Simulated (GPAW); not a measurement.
# GaN (P6_3mc) in GPAW: further runs

The runs below take GaN through single point, with LDA, PBE.

All numbers are computed with GPAW 26.7.0; they aren't measurements. Logs are shortened: lines on timing, memory, paths and dates and some standing lists are left out, and cuts for length are marked. The log counts tension as positive stress, the text compression.

**Experimental background.**

“Studying electronic properties in GaN without electrical contacts using γ-γ vs e−-γ Perturbed Angular Correlations”, 2019, pmc:6823545 quotes, for a bulk crystal of GaN: band gap 3.503 ± 0.005 eV (direct).

The results are compared with them further down.

### 1 Starting point

Symmetry: P6_3mc, No. 186, hexagonal system. Conventional cell: a = 3.180 Å, b = 3.180 Å, c = 5.166 Å, α = 90.00°, β = 90.00°, γ = 120.00°. Around Ga (site symmetry 3m) lie 4 N at 1.94 to 1.95 Å. N (site symmetry 3m) is surrounded by 4 Ga at 1.94 to 1.95 Å.

### 2 Single point, LDA

Contents of run.py:

```python
from ase import Atoms
from ase.dft.bandgap import bandgap
from ase.io import write
from ase.units import GPa
from gpaw import GPAW, PW

atoms = Atoms(['Ga', 'Ga', 'N', 'N'],
              cell=[[3.18, 0.0, 0.0],
                    [-1.59, 2.753960784, 0.0],
                    [0.0, 0.0, 5.166]],
              scaled_positions=[[0.6666666667, 0.3333333333, 0.5],
                                [0.3333333333, 0.6666666667, 0.0],
                                [0.6666666667, 0.3333333333, 0.875],
                                [0.3333333333, 0.6666666667, 0.375]],
              pbc=True)

calc = GPAW(mode=PW(600),
            xc='LDA',
            kpts={'size': (8, 8, 4), 'gamma': True},
            occupations={'name': 'fermi-dirac', 'width': 0.05},
            nbands=18,
            maxiter=120,
            txt='gpaw.txt')
atoms.calc = calc
energy = atoms.get_potential_energy()
forces = atoms.get_forces()
stress = atoms.get_stress()
calc.write('gs.gpw')
write('result.traj', atoms)
print(f'Energy: {energy:.6f} eV')
print('Forces (eV/A):')
print(forces.round(4))
print('Stress (GPa):', (stress / GPa).round(3))
print('Fermi level:', round(calc.get_fermi_level(), 4), 'eV')
print(f'Gap: {bandgap(calc)[0]:.4f} eV, direct: {bandgap(calc, direct=True)[0]:.4f} eV')
```

Potentials or basis: the program's PAW data sets (release 1.2.1) made for this functional, pw.

The run is started by

```
$ OMP_NUM_THREADS=1 python run.py
```

gpaw.txt:

```text
__  _  _
 | _ |_)|_||  |
 |__||  | ||/\| - 26.7.0

Input parameters:
  mode=PW(ecut=600.0),
  kpts=MonkhorstPack(size=(8, 8, 4), gamma=True),
  maxiter=120,
  nbands=18,
  occupations=Occupations(name='fermi-dirac', width=0.05),
  xc=XC(name='LDA')

Diagonalizing LCAO Hamiltonian
Converting LCAO to pw mode

           N

           Ga
        N

        Ga

Atoms  # Å, Bohr magnetons
|   | symbol |         x |        y |        z |    initial magnetic moments |
|---|--------|-----------|----------|----------|-----------------------------|
| 0 |     Ga |  1.590000 | 0.917987 | 2.583000 | ( 0.0000,  0.0000,  0.0000) |
| 1 |     Ga | -0.000000 | 1.835974 | 0.000000 | ( 0.0000,  0.0000,  0.0000) |
| 2 |      N |  1.590000 | 0.917987 | 4.520250 | ( 0.0000,  0.0000,  0.0000) |
| 3 |      N | -0.000000 | 1.835974 | 1.937250 | ( 0.0000,  0.0000,  0.0000) |

Unit cell  # Å
| periodic |         x |        y |        z |  lengths |     angles |
|----------|-----------|----------|----------|----------|------------|
|      yes |  3.180000 | 0.000000 | 0.000000 | 3.180000 |  90.000000 |
|      yes | -1.590000 | 2.753961 | 0.000000 | 3.180000 |  90.000000 |
|      yes |  0.000000 | 0.000000 | 5.166000 | 5.166000 | 120.000000 |

Number of symmetries: 6
Symmetry operations  # r_c * U_cc + t_c -> r_c
|   | kind |            matrix            |
|---|------|------------------------------|
| 0 |  σ   |  1, 1, 0,  0,-1, 0,  0, 0, 1 |
| 1 |  E   |  1, 0, 0,  0, 1, 0,  0, 0, 1 |
| 2 |  C3  |  0, 1, 0, -1,-1, 0,  0, 0, 1 |
| 3 |  σ   |  0,-1, 0, -1, 0, 0,  0, 0, 1 |
| 4 |  σ   | -1, 0, 0,  1, 1, 0,  0, 0, 1 |
| 5 |  C3  | -1,-1, 0,  1, 0, 0,  0, 0, 1 |

BZ-sampling:
  Number of BZ points: 256
  Number of IBZ points: 35

  Monkhorst-Pack size: [8, 8, 4]
  Monkhorst-Pack shift: [0.0625, 0.0625, 0.125]

K-points  # in reciprocal-cell coordinates
|     |                                coordinates |     weight |
|-----|--------------------------------------------|------------|
|   0 | (  0.00000000,   0.00000000,   0.00000000) | 0.00390625 |
|   1 | (  0.00000000,   0.00000000,   0.25000000) | 0.00781250 |
|   2 | (  0.00000000,   0.00000000,   0.50000000) | 0.00390625 |
|   3 | (  0.12500000,   0.00000000,  -0.25000000) | 0.02343750 |
|   4 | (  0.12500000,   0.00000000,   0.00000000) | 0.02343750 |
|   5 | (  0.12500000,   0.00000000,   0.25000000) | 0.02343750 |
|   6 | (  0.12500000,   0.00000000,   0.50000000) | 0.02343750 |
|   7 | (  0.25000000,  -0.12500000,   0.00000000) | 0.02343750 |
|   8 | (  0.25000000,  -0.12500000,   0.25000000) | 0.04687500 |
|   9 | (  0.25000000,  -0.12500000,   0.50000000) | 0.02343750 |
| ... |                                            |            |
|  34 | (  0.50000000,   0.50000000,   0.50000000) | 0.01171875 |

Plane wave coefficients: 1532
Cutoff: 600.0 eV

Spin-components: 1 (collinear spins)
Bands:           18
Projectors:      20
Spin-degeneracy: 2
Datatype:        complex128

Parallelization:
  kpt:    1
  domain: 1
  band:   1

Density:
  Valence electrons: 16.0
  Components: 1
  Grid points: [18 18 30]
  Charge: 0.0  # |e|

Potential:
  Grid points: [18 18 30]

species:
  Ga:
    name:    Gallium
    Z:       31.0
    valence: 3
    core:    28
    charge:  0.0  # [|e|]
    compensation charges:
      type: gauss
      rc: 0.37  # [Å]
      lmax: 2
    cutoffs:
      filter: 2.06  # [Å]
      core: 4.17  # [Å]
    projectors
    | kind |    occ | energy [eV] | rcut [Å] |
    |------|--------|-------------|----------|
    |   4s |  2.000 |      -9.167 |    1.164 |
    |   4p |  1.000 |      -2.734 |    1.164 |
    |    s |        |      18.045 |    1.164 |
    |    p |        |      24.478 |    1.164 |
    |    d |        |       0.000 |    1.164 |

    Using partial waves for Ga as LCAO basis

  N:
    name:    Nitrogen
    Z:       7.0
    valence: 5
    core:    2
    charge:  0.0  # [|e|]
    compensation charges:
      type: gauss
      rc: 0.18  # [Å]
      lmax: 2
    cutoffs:
      filter: 1.11  # [Å]
      core: 0.96  # [Å]
    projectors
    | kind |    occ | energy [eV] | rcut [Å] |
    |------|--------|-------------|----------|
    |   2s |  2.000 |     -18.420 |    0.603 |
    |   2p |  3.000 |      -7.237 |    0.529 |
    |    s |        |       8.791 |    0.603 |
    |    p |        |      19.974 |    0.529 |
    |    d |        |       0.000 |    0.577 |

    Using partial waves for N as LCAO basis

Reference energy: -108557.861093  # eV

eigensolver:
  PPCG
  Converge bands: occupied
  niter=2

density mixing:
  MSR1-Mixer
  Pratt-step length: 0.05
  Maximum mixing coefficient: 0.75
  Old densities: 10
  SVD Regularization: 0.005
  Good broyden scale: 1.0
  Trust region scale: 1.0
  Backstep threshold: 4.0
  History deletion threshold: 6.0
  Fourier metric: weight=20.0, sigma=0.015

occupation numbers:
  Fermi-Dirac:
    width: 0.0500  # eV

poisson solver:
  ecut: 4800.0  # eV

xc functional:
  name: None

convergence criteria:
- Maximum [total energy] change in last 3 cyles: 0.0005 eV / valence electron
- Maximum integral of absolute [dens]ity change: 0.0001 electrons / valence electron
- Maximum integral of absolute [eigenst]ate change: 4e-08 eV^2 / valence electron
maximum number of iterations: 120

SCF iterations
|iter     | |      energy | eigst |  dens |
|---------|-|-------------|-------|-------|
|iter:   1| |  -30.938980 | -0.30 |       |
|iter:   2| |  -30.014329 | -1.89 | -0.58 |
|iter:   3| |  -27.469815 | -0.58 | -0.63 |
|iter:   4| |  -27.441017 | -2.93 | -1.31 |
|iter:   5| |  -27.431344 | -3.42 | -1.59 |
|iter:   6| |  -27.431325 | -5.53 | -2.85 |
|iter:   7| |  -27.431330c| -6.41 | -3.24 |
|iter:   8| |  -27.431330c| -7.65c| -4.23c|

Converged in 8 steps
Energy contributions relative to reference atoms: (reference = -108557.861093)

Energy contributions:
  Kinetic:          68.021314
  Coulomb:         -59.449149
  Zero:              0.108677
  External:          0.000000
  Xc:              -36.112172
  Entropy:          -0.000000
  Spinorbit:         0.000000
  ----------------------------
  Free energy:     -27.431330
  Extrapolated:    -27.431330

dipole moment: (-0.000073, -0.000012, -11.624217)  # |e|*Ang

Fermi level: 7.193
Eigenvalues  # (at kpt = [0.000, 0.000, 0.000])
| band index |      eig [eV] | occ [0-2] |
|------------|---------------|-----------|
|          0 |        -9.701 |     2.000 |
|          1 |        -7.238 |     2.000 |
|          2 |        -0.984 |     2.000 |
|          3 |         5.127 |     2.000 |
|          4 |         5.127 |     2.000 |
|          5 |         6.133 |     2.000 |
[... 8 lines left out ...]
|         14 |        17.888 |     0.000 |
|         15 |        17.888 |     0.000 |
|        ... |               |           |
|         17 |        21.436 |     0.000 |

Gap: 2.082 eV
Transition (v -> c):
  (s=0, k=0, n=7, [0.00, 0.00, 0.00]) -> (s=0, k=0, n=8, [0.00, 0.00, 0.00])
No difference between direct/indirect transitions

Forces  # eV/Ang
|        x |       y |        z |
|----------|---------|----------|
| -0.00000 | 0.00000 | -0.16879 |  # Ga   0
|  0.00000 | 0.00000 | -0.16945 |  # Ga   1
|  0.00000 | 0.00000 |  0.16532 |  # N    2
|  0.00000 | 0.00000 |  0.16646 |  # N    3

Stress tensor  # eV/Ang^3
|        x |        y |        z |
|----------|----------|----------|
| 0.021255 | 0.000000 | 0.000000 |
| 0.000000 | 0.021255 | 0.000000 |
| 0.000000 | 0.000000 | 0.007321 |

# Writing to gs.gpw (mode='')
```

It took 13 s on 1 thread of Arm Neoverse V2, shared host; peak memory 0.16 GiB.

Results:

- Free energy: -27.4313 eV
- Pressure: -2.7 GPa
- Largest force: 0.169 eV/Å
- Band gap on the k mesh: 2.08 eV, direct

Forces in eV/Å, atoms in the order of the input:
```
Ga   0.000  0.000 -0.169
Ga   0.000  0.000 -0.169
N    0.000  0.000  0.165
N    0.000  0.000  0.166
```

Stress tensor (GPa, compression positive):
```
-3.41  0.00  0.00
 0.00 -3.41  0.00
 0.00  0.00 -1.17
```

Levels at points of the mesh, in eV from the valence-band top:
| k point | band 6 | band 7 | band 8 | band 9 | band 10 | band 11 |
| --- | --- | --- | --- | --- | --- | --- |
| (0.00, 0.00, 0.00) | -0.07 | 0.00 | 0.00 | 2.08 | 4.30 | 9.23 |
| (0.00, 0.00, 0.50) | -0.56 | -0.56 | -0.56 | 4.34 | 4.34 | 8.49 |
| (0.50, 0.50, 0.00) | -2.77 | -2.33 | -1.00 | 4.99 | 5.63 | 6.04 |
| (0.50, 0.50, 0.50) | -1.97 | -1.94 | -1.94 | 4.38 | 4.38 | 7.79 |

Caveat: the cutoff is short for stress and forces, so pressures can be off by a GPa or more.

### 3 Single point, PBE

Contents of run.py:

```python
from ase.dft.bandgap import bandgap
from ase.io import read, write
from ase.units import GPa
from gpaw import GPAW, PW

atoms = read('GaN.cif')

calc = GPAW(mode=PW(900),
            xc='PBE',
            kpts={'size': (7, 7, 4), 'gamma': True},
            occupations={'name': 'fermi-dirac', 'width': 0.05},
            nbands=18,
            convergence={'density': 1e-05, 'energy': 1e-05},
            maxiter=50,
            txt='gpaw.txt')
atoms.calc = calc
energy = atoms.get_potential_energy()
forces = atoms.get_forces()
stress = atoms.get_stress()
calc.write('gs.gpw')
write('result.traj', atoms)
print(f'Energy: {energy:.6f} eV')
print('Forces (eV/A):')
print(forces.round(4))
print('Stress (GPa):', (stress / GPa).round(3))
print('Fermi level:', round(calc.get_fermi_level(), 4), 'eV')
print(f'Gap: {bandgap(calc)[0]:.4f} eV, direct: {bandgap(calc, direct=True)[0]:.4f} eV')
```

Contents of GaN.cif:

```cif
data_GaN
_cell_length_a 3.18000000
_cell_length_b 3.18000000
_cell_length_c 5.16600000
_cell_angle_alpha 90.00000000
_cell_angle_beta 90.00000000
_cell_angle_gamma 120.00000000
_space_group_name_H-M_alt 'P1'
_space_group_name_Hall 'P 1'
_space_group_IT_number 1
loop_
_space_group_symop_operation_xyz
'x,y,z'
loop_
_atom_site_label
_atom_site_type_symbol
_atom_site_symmetry_multiplicity
_atom_site_Wyckoff_symbol
_atom_site_fract_x
_atom_site_fract_y
_atom_site_fract_z
_atom_site_occupancy
Ga1 Ga 1 a 0.6666666667 0.3333333333 0.5000000000 1
Ga2 Ga 1 a 0.3333333333 0.6666666667 0.0000000000 1
N1 N 1 a 0.6666666667 0.3333333333 0.8750000000 1
N2 N 1 a 0.3333333333 0.6666666667 0.3750000000 1
```

Potentials or basis: GPAW PAW data sets (gpaw-data 1.2.1), pw.

The run is started by

```
$ OMP_NUM_THREADS=1 python run.py
```

It took 19 s on 1 thread of AMD EPYC 7R13 (Zen 3), shared host; peak memory 0.19 GiB.

Results (log left out):

```yaml
Free_energy: -24.1597 eV
Pressure: 15.7 GPa
Largest_force: 0.182 eV/Å
Band_gap_on_the_k_mesh: 2.09 eV, direct
```

Forces in eV/Å, atoms in the order of the input:
```
Ga   0.000  0.000 -0.182
Ga   0.000  0.000 -0.181
N    0.000  0.000  0.182
N    0.000  0.000  0.182
```

Stress tensor (GPa, compression positive):
```
14.98  0.00  0.00
 0.00 14.98  0.00
 0.00  0.00 17.20
```

Levels at points of the mesh, in eV from the valence-band top:
| k point | band 4 | band 5 | band 6 | band 7 | band 8 | band 9 | band 10 | band 11 | band 12 | band 13 |
| --- | --- | --- | --- | --- | --- | --- | --- | --- | --- | --- |
| (0.00, 0.00, 0.00) | -1.05 | -1.05 | -0.06 | 0.00 | 0.00 | 2.09 | 4.41 | 9.36 | 10.01 | 10.01 |
| (0.00, 0.00, 0.50) | -3.97 | -0.54 | -0.54 | -0.54 | -0.54 | 4.41 | 4.41 | 8.65 | 8.65 | 10.52 |

Caveat: so large a pressure means that the cell lies far from this level's equilibrium, or that cutoff or potentials fall short.

### 4 How close it comes

Step 2. A measured gap of GaN is 3.503 eV (direct; quoted in “Studying electronic properties in GaN without electrical contacts using γ-γ vs e−-γ Perturbed Angular Correlations”, 2019, pmc:6823545); the calculated 2.08 eV misses it by -1.42 eV. Spin-orbit coupling on Ga is left out. The value is that of LDA, without temperature or zero-point motion. Semilocal functionals fall short of measured gaps as a rule.
